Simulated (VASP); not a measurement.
Here is a VASP 6.6.1 calculation.

The input INCAR:

```
SYSTEM = GaN
PREC = Accurate
ENCUT = 600
EDIFF = 1E-6
ISMEAR = 0
SIGMA = 0.03
LREAL = .False.
LASPH = .True.
NELM = 80
ALGO = Normal
ISIF = 3
LWAVE = .False.
LCHARG = .False.
GGA = PE
IBRION = 2
NSW = 90
EDIFFG = -0.01
```

File KPOINTS:

```
regular mesh
0
Gamma
  12 12 5
  0 0 0
```

POSCAR

```
GaN
1.0
    3.1800000000      0.0000000000      0.0000000000
   -1.5900000000      2.7539607840      0.0000000000
    0.0000000000      0.0000000000      5.1660000000
Ga N
2 2
Direct
    0.3333333333      0.6666666667      0.0000000000
    0.6666666667      0.3333333333      0.5000000000
    0.3333333333      0.6666666667      0.3750000000
    0.6666666667      0.3333333333      0.8750000000
```

Potentials or basis: VASP PAW PBE potentials, release 64 (Ga_d, N).

Launch:

```bash
$ cat potpaw_PBE.64/Ga_d/POTCAR potpaw_PBE.64/N/POTCAR > POTCAR
$ mpirun -np 1 vasp_std > vasp.out
```

Question: Predict the relaxed cell.

Answer: a = 3.217 Å, b = 3.217 Å, c = 5.243 Å, α = 90.00°, β = 90.00°, γ = 120.00°.

Question: Estimate the space group after relaxing (to 0.05 Å).

Answer: P6_3mc (No. 186).

Final structure:
```xyz
4
Lattice="3.2171 0.0000 0.0000 -1.6086 2.7861 0.0000 0.0000 0.0000 5.2435" Properties=species:S:1:pos:R:3 pbc="T T T"
Ga    0.0000    1.8574    5.2395
Ga    1.6086    0.9287    2.6178
N     0.0000    1.8574    1.9703
N     1.6086    0.9287    4.5920
```

PBE usually gives volumes a little too large and moduli too small. Zero-point motion and thermal expansion aren't in these numbers.
